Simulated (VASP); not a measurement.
**CsSnBr3: relaxation of cell and atoms with PBEsol**

CsSnBr3:

```
Cs Sn Br
1.0
     5.81000    0.00000    0.00000
     0.00000    5.81000    0.00000
     0.00000    0.00000    5.81000
Cs Sn Br
1 1 3
Direct
  0.50000 0.50000 0.50000
  0.00000 0.00000 0.00000
  0.50000 0.00000 0.00000
  0.00000 0.50000 0.00000
  0.00000 0.00000 0.50000
```

The cell was built by a generator and needn't be a form met in nature.

| Quantity | Value |
| --- | --- |
| Program | VASP 6.6.1 |
| Task | relaxation of cell and atoms |
| Functional | PBEsol |
| Potentials or basis | VASP PAW PBE potentials, release 64 (Cs_sv, Sn_d, Br) |
| Cutoff | 600 eV |
| k mesh | 6 × 6 × 6 |
| Occupations | gaussian, width 0.01 eV |
| Spin | no spin polarisation |
| Dipole correction | no |
| Further INCAR settings | ALGO = Fast; EDIFF = 1e-06; IBRION = 2; EDIFFG = -0.005; NSW = 80; ISIF = 3 |

The relaxed volume is 38.38 Å³/atom, the relaxed cell is a = 5.768 Å, b = 5.768 Å, c = 5.768 Å, α = 90.00°, β = 90.00°, γ = 90.00° and the space group after relaxing (to 0.05 Å) is Pm-3m (No. 221). The energy gained by relaxing is 1.3 meV/atom. The ionic steps are 3 and the pressure after relaxing is 0.0 GPa. The band gap on the k mesh is 0.22 eV, direct.

Step by step:
```csv
step,energy change (eV),largest force (eV/Å),pressure (GPa),volume (Å³)
1,0.0000,0.0000,-0.47,196.12
2,-0.0061,0.0000,-0.12,192.85
3,-0.0065,0.0000,-0.01,191.89
```

Final structure:
```yaml
crystal:
  lattice:
    - [5.76790, 0.00000, 0.00000]
    - [0.00000, 5.76790, 0.00000]
    - [0.00000, 0.00000, 5.76790]
  atoms:
    - { symbol: Cs, position: [0.50000, 0.50000, 0.50000] }
    - { symbol: Sn, position: [0.00000, 0.00000, 0.00000] }
    - { symbol: Br, position: [0.50000, 0.00000, 0.00000] }
    - { symbol: Br, position: [0.00000, 0.50000, 0.00000] }
    - { symbol: Br, position: [0.00000, 0.00000, 0.50000] }
```

Levels at points of the mesh, in eV from the valence-band top:
| k point | band 18 | band 19 | band 20 | band 21 | band 22 | band 23 | band 24 | band 25 | band 26 |
| --- | --- | --- | --- | --- | --- | --- | --- | --- | --- |
| (0.00, 0.00, 0.00) | -3.30 | -3.30 | -3.15 | -3.15 | -3.15 | 1.89 | 2.91 | 2.91 | 3.56 |
| (0.50, 0.00, 0.00) | -3.49 | -3.46 | -3.29 | -3.29 | -2.15 | 1.30 | 3.40 | 4.00 | 4.08 |
| (0.50, 0.50, 0.00) | -3.59 | -3.59 | -3.59 | -2.77 | -1.05 | 0.80 | 0.80 | 3.80 | 4.12 |
| (0.50, 0.50, 0.50) | -3.58 | -2.76 | -2.76 | -2.76 | 0.00 | 0.22 | 0.22 | 0.22 | 3.39 |

It took 2.9 min on 1 thread of AMD EPYC 9R45 (Zen 5), with other jobs on the host, peak memory 0.39 GiB.

Caveat: the PAW data sets were made with another functional, which shifts forces and pressure a little; spin-orbit coupling is left out, which moves the levels of the heavy elements. As with any semilocal functional, this PBEsol gap is likely too small.
